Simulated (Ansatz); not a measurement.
Input and command of a plane-wave DFT calculation in Ansatz:

```yaml
crystal:
  lattice:
    - [-2.0116331885, 2.0116331885, 4.4088862371]
    - [2.0116331885, -2.0116331885, 4.4088862371]
    - [2.0116331885, 2.0116331885, -4.4088862371]
  atoms:
    - { symbol: Sc, position: [0.0, 0.0, 0.0] }
    - { symbol: Al, position: [0.75, 0.25, 0.5] }
    - { symbol: Al, position: [0.25, 0.75, 0.5] }
    - { symbol: Al, position: [0.5, 0.5, 0.0] }
basis:
  ecutwfc: 420
kpoints:
  mp_grid: { grid: [14, 14, 14] }
  band_path:
    path:
      - [[0.0, 0.0, 0.0], [0.0, 0.0, 0.5], [0.25, 0.25, 0.25], [0.0, 0.5, 0.0], [0.0, 0.0, 0.0], [0.5, 0.5, -0.5], [0.3020451, 0.6979549, -0.3020451]]
      - [[-0.3020451, 0.3020451, 0.3020451], [0.0, 0.0, 0.0]]
      - [[0.0, 0.0, 0.5], [-0.10409019, 0.10409019, 0.5]]
      - [[0.5, 0.5, -0.10409019], [0.5, 0.5, -0.5]]
    npoints: 14
hamiltonian:
  xc: pbe
scf:
  occupations: { method: gaussian, width: 0.1 }
  n_extra_bands: 10
output:
  forces: true
  stress: true
  eigenvalues: true
  populations: true
  dos: { projected: true, de: 0.02, nscf_kmesh: { grid: [21, 21, 21] } }
  bader: true
  write_density: true
  write_potential: true
  elf: true
  volumetric_format: npy
```

```bash
ansatz run input.yaml --threads 1 --pin off --max-ram 2560MiB --backend cpu --events-out ev --progress --plain --runs-dir out
```

Processor: Arm Neoverse V1, 1 thread, on a host shared with other jobs.

Question: Estimate time, memory and problem size.

Answer: About 81 s on 1 thread of Arm Neoverse V1, with other jobs on the host, peak memory 0.81 GiB. It solves 20 bands at 244 k points (the mesh reduced by the symmetry that the task leaves, which can be less than the crystal's) with about 1371 plane waves, in 6 SCF iterations.
